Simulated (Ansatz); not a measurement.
# Te under changes of volume

One of the cells (33.766 Å³/atom); the others are scaled copies at fixed shape and fractional positions:

```
CELL_PARAMETERS angstrom
4.44693 0.00000 0.00000
-2.22347 3.85115 0.00000
0.00000 0.00000 5.91492
ATOMIC_POSITIONS crystal
Te 0.73100 0.73100 0.50000
Te 0.00000 0.26900 0.83333
Te 0.26900 0.00000 0.16667
```

- Program: Ansatz 0.2.0
- Functional: PBE
- Potentials or basis: Ansatz PAW
- Cutoff: 420 eV (not typed: the program's choice for these potentials)
- k mesh: 7 × 7 × 5
- Occupations: fermi-dirac, width 0.05 eV
- Spin: no spin polarisation

```tsv
volume (Å³/atom)	energy over the lowest point (meV/atom)	pressure (GPa)	gap on the mesh (eV)	largest force (eV/Å)
31.740	?	?	?	?
32.415	29.80	4.0	0.62	0.403
33.091	15.44	2.8	0.62	0.284
33.766	6.02	1.7	0.63	0.173
34.441	1.02	0.7	0.63	0.070
35.117	0.00	-0.2	0.64	0.026
35.792	2.53	-1.0	0.64	0.116
```

What does the run at 31.740 Å³/atom give?

Energy over the lowest point 49.68 meV/atom; pressure 5.4 GPa; gap on the mesh 0.61 eV; largest force 0.531 eV/Å.

Worked out: A Birch-Murnaghan fit of order 3 (a polynomial in V^(-2/3)) to the other rows has its minimum at 34.96 Å³/atom with B0 = V·E''(V) = 45 GPa and B' = 4.6 at fixed shape and positions, which overstates the stiffness. It gives 49.64 meV/atom at 31.740 Å³/atom, against the run's 49.68, and -dE/dV = 5.4 GPa, against 5.4. A straight line through the other rows of the gap, of slope 0.231 eV per unit of ln V, extrapolates to 0.61 eV, against the run's 0.61.

Energies are extrapolated to zero smearing.

Caveats: odd divisions of the mesh miss points on the zone boundary, where band edges often lie, so the gap on the mesh can be too wide; spin-orbit coupling is left out, which moves the levels of the heavy elements.

A mesh can miss the band edges.
